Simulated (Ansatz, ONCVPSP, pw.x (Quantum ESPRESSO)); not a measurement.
## Equation-of-state test of one ONCV potential (copper (Cu))

```json
{"Element": "copper (Cu)", "Generator": "ONCVPSP 4.0.1.1 (patched build)", "Type": "optimised norm-conserving Vanderbilt (ONCV)", "Functional": "PBE", "Relativity": "scalar-relativistic", "Frozen core": "[Ne]", "Valence charge": "19", "Reference configuration": "3s2 3p6 3d10 4s0.75 (charge +0.25)", "Partial waves": "3s+4s: rc 1.20 bohr, ncon 4, nbas 8, qcut 8.2 1/bohr, 2 projectors; 3p: rc 1.15 bohr, ncon 4, nbas 8, qcut 13.9 1/bohr, local; 3d: rc 1.25 bohr, ncon 4, nbas 9, qcut 12.2 1/bohr, 2 projectors, debl 1.1 Ha", "Local potential": "the p channel", "Core correction": "none"}
```

Crystal test: fcc Cu in pw.x 7.5, no spin, 15³ k-points, Fermi–Dirac smearing 0.01 Ry, cutoffs 160/640 Ry. The reference is all-electron LAPW (Ansatz 0.2.0) with the same functional, mesh and smearing; V0 and B0 come from Birch–Murnaghan fits to the pressures at five volumes. Errors are pseudo minus all-electron; Δ is the rms difference of the E(V) curves that follow from these fits, minima aligned, over ±6 % about the mean V0. Mesh and smearing are coarse, so the numbers serve the comparison and aren't converged zero-temperature values; the lattice is a test structure that the element need not adopt.

All-electron: a0 = 3.629 Å (V0 = 11.95 Å³/atom), B0 = 140.8 GPa.

How far does the potential miss the all-electron equation of state?

mean pressure error (GPa): -1.58; a0 (Å): 3.616; a0 error (%): -0.38; B0 error (%): +3.6; Δ (meV/atom): 4.2.

| V (Å³/atom) | P all-electron (GPa) | P pseudo (GPa) |
| --- | --- | --- |
| 11.403 | 7.47 | 5.73 |
| 11.703 | 3.14 | 1.46 |
| 12.003 | -0.58 | -2.19 |
| 12.303 | -3.78 | -5.28 |
| 12.603 | -6.53 | -7.92 |

At the middle volume, how do free energy and pressure move when the wave cutoff is lowered (ecutrho kept at four times it)?

```
cutoff (Ry)  shift of F (meV/atom)  shift of P (GPa)
         72               +37428.1          -1614.39
         96                +5585.0           -449.34
        128                 +109.4            -20.13
```

The run at the middle volume (120 k-points, 12 iterations) took about 2.7 min on one core of a shared host (Neoverse-N1, 64 threads, 124 GiB, load 52).
